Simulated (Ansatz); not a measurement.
## Every step of a relaxation of Cd (beta tin type)

DFT, PBE, PAW with Ansatz's default frozen-core files, scalar-relativistic (Ansatz 0.2.0); a Γ-centred 14×14×14 k mesh, Fermi–Dirac smearing of 0.1 eV, no spin polarisation. The run relaxes cell and atoms at a target pressure of 0 GPa.

Command: `ansatz run input.yaml --threads 1 --pin off --max-ram 2048MiB --backend cpu --events-out ev --progress --plain --runs-dir out` It took 45 s on 1 thread of Intel(R) Xeon(R) Platinum 8488C (Sapphire Rapids), on a shared host, peak memory 0.56 GiB.

PAW: frozen-core files, cutoff 420 eV; forces are relaxed below 0.005 eV/Å.

Each step lists its free energy a cell above the last geometry, the pressure, the cell vectors (Å), and Cartesian positions (Å) with forces (eV/Å).

The first step:

```
step 1  dF = 60.84 meV  P = 3.61 GPa
  cell -2.7865 2.7865 1.5326  2.7865 -2.7865 1.5326  2.7865 2.7865 -1.5326
  Cd 0.0000 -1.3932 -0.3831   0.0000 0.0000 0.0000
  Cd 0.0000 1.3932 0.3831   0.0000 0.0000 0.0000
```

The symmetry of the start is kept and no stability test is made, so the end need not be the stable phase.

Q: Where does the relaxation end, and by which steps?

A: After 5 geometries, with conventional a, b, c = 5.874, 5.874, 2.998 Å, at 25.858 Å³/atom (+8.65 % against the start) in space group I4_1/amd, with a shortest distance of 2.998 Å. The further steps:
```
step 2  dF = 7.70 meV  P = -0.11 GPa
  cell -2.8957 2.8957 1.5509  2.8957 -2.8957 1.5509  2.8957 2.8957 -1.5509
  Cd 0.0000 -1.4479 -0.3877   0.0000 0.0000 0.0000
  Cd 0.0000 1.4479 0.3877   0.0000 0.0000 0.0000
step 3  dF = 3.59 meV  P = -0.15 GPa
  cell -2.9110 2.9110 1.5346  2.9110 -2.9110 1.5346  2.9110 2.9110 -1.5346
  Cd 0.0000 -1.4555 -0.3836   0.0000 0.0000 0.0000
  Cd 0.0000 1.4555 0.3836   0.0000 0.0000 0.0000
step 4  dF = 0.15 meV  P = 0.05 GPa
  cell -2.9412 2.9412 1.4924  2.9412 -2.9412 1.4924  2.9412 2.9412 -1.4924
  Cd 0.0000 -1.4706 -0.3731   0.0000 0.0000 0.0000
  Cd 0.0000 1.4706 0.3731   0.0000 0.0000 0.0000
step 5  dF = 0.00 meV  P = 0.00 GPa
  cell -2.9370 2.9370 1.4988  2.9370 -2.9370 1.4988  2.9370 2.9370 -1.4988
  Cd 0.0000 -1.4685 -0.3747   0.0000 0.0000 0.0000
  Cd 0.0000 1.4685 0.3747   0.0000 0.0000 0.0000
step 6  dF = -1.09 meV  P = -0.01 GPa  (same geometry on a basis chosen anew; earlier energies don't compare to the last digit)
  cell -2.9370 2.9370 1.4988  2.9370 -2.9370 1.4988  2.9370 2.9370 -1.4988
  Cd 0.0000 -1.4685 -0.3747   0.0000 0.0000 0.0000
  Cd 0.0000 1.4685 0.3747   0.0000 0.0000 0.0000
```
